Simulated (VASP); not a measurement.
# Sr in VASP: the effect of functional

Sr, a slab with vacuum:

```
Sr
1.0
     4.31000    0.00000    0.00000
    -2.15500    3.73257    0.00000
     0.00000    0.00000   22.05000
Sr
3
Direct
  0.33333 0.66667 0.34014
  0.66667 0.33333 0.50000
  0.33333 0.66667 0.65986
```

Alike in all runs:

| Quantity | Value |
| --- | --- |
| Program | VASP 6.6.1 |
| Task | work function |
| Cutoff | 520 eV |
| k mesh | 7 × 7 × 1 |
| Occupations | fermi-dirac, width 0.05 eV |
| Spin | no spin polarisation |

**Question.** One run gave: work function 2.19 eV. Which functional did it use?
A. PW91
B. BLYP
C. PBEsol
D. RPBE
E. revPBE

**Answer.** B.

```tsv
functional	potentials or basis	work function (eV)
LDA	VASP PAW LDA potentials, release 64 (Sr_sv)	2.74
PBEsol	VASP PAW PBE potentials, release 64 (Sr_sv)	2.68
RPBE	VASP PAW PBE potentials, release 64 (Sr_sv)	2.59
revPBE	VASP PAW PBE potentials, release 64 (Sr_sv)	2.59
BLYP	VASP PAW PBE potentials, release 64 (Sr_sv)	2.19
PW91	VASP PAW PBE potentials, release 64 (Sr_sv)	2.65
```

Runs at the PBE level aren't shown here.
